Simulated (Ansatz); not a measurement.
The system is Mg.

```
CELL_PARAMETERS angstrom
0.00000 2.24426 2.24426
2.24426 0.00000 2.24426
2.24426 2.24426 0.00000
ATOMIC_POSITIONS crystal
Mg 0.00000 0.00000 0.00000
```

This isn't the form of Mg at room conditions, which is hcp.

- Program: Ansatz 0.2.0
- Task: relaxation of cell and atoms
- Functional: BLYP
- Potentials or basis: Ansatz PAW
- Cutoff: 420 eV (not typed: the program's choice for these potentials)
- k mesh: 10 × 10 × 10
- Occupations: fermi-dirac, width 0.05 eV
- Spin: no spin polarisation

At the start: volume 22.61 Å³/atom.

Problem. How do energy, volume and symmetry change on relaxing?

Solution. It ends after 4 steps and the volume is 23.62 Å³/atom (+4.5 %); space group Fm-3m (No. 225, to 0.05 Å).

Step by step:
```csv
step,energy change (eV),largest force (eV/Å),volume (Å³)
1,0.0000,0.0000,22.61
2,-0.0043,0.0000,23.33
3,-0.0047,0.0000,23.62
4,-0.0048,0.0000,23.62
```

Final structure:
```
CELL_PARAMETERS angstrom
0.00000 2.27739 2.27739
2.27739 0.00000 2.27739
2.27739 2.27739 0.00000
ATOMIC_POSITIONS crystal
Mg 0.00000 0.00000 0.00000
```

Caveat: the plane-wave basis is chosen anew once the cell has moved, so the energies of steps on either side of that aren't comparable; the PAW data sets come from PBE, with cores solved anew for the run's functional, which leaves a small shift of forces and pressure.
